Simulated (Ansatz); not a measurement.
Input of an Ansatz 0.2.0 run:

File input.yaml:

```yaml
crystal:
  lattice:
    - [0.0, 3.3, 3.3]
    - [3.3, 0.0, 3.3]
    - [3.3, 3.3, 0.0]
  atoms:
    - { symbol: Br, position: [0.5, 0.5, 0.5] }
    - { symbol: K, position: [0.0, 0.0, 0.0] }
kpoints:
  mp_grid: { grid: [5, 5, 5] }
scf:
  occupations: { method: fermi_dirac, width: 0.05 }
hamiltonian:
  xc: lda
  pseudopotentials: { kind: all_electron, lapw: { basis_error: 0.001 } }
output: {}
phonons:
  method: fd
  supercell: [1, 1, 1]
```

Potentials or basis: all-electron LAPW, scalar-relativistic.

Run with:

```bash
$ ansatz run input.yaml --threads 1 --pin off --max-ram 3072MiB --backend cpu --events-out ev --progress --plain --runs-dir out
```

**Question.** What does it give for the highest phonon frequency at Γ, LO-TO splitting left out?

**Answer.** 100 cm⁻¹.

**Question.** What does it give for the band gap on the k mesh?

**Answer.** 4.03 eV, direct.

Phonon frequencies in cm⁻¹ (negative: imaginary):
```csv
q point,frequencies
"(0.000, 0.000, 0.000)",0 0 0 100 100 100
```

LDA gaps usually lie below the measured ones, often by a third to a half.
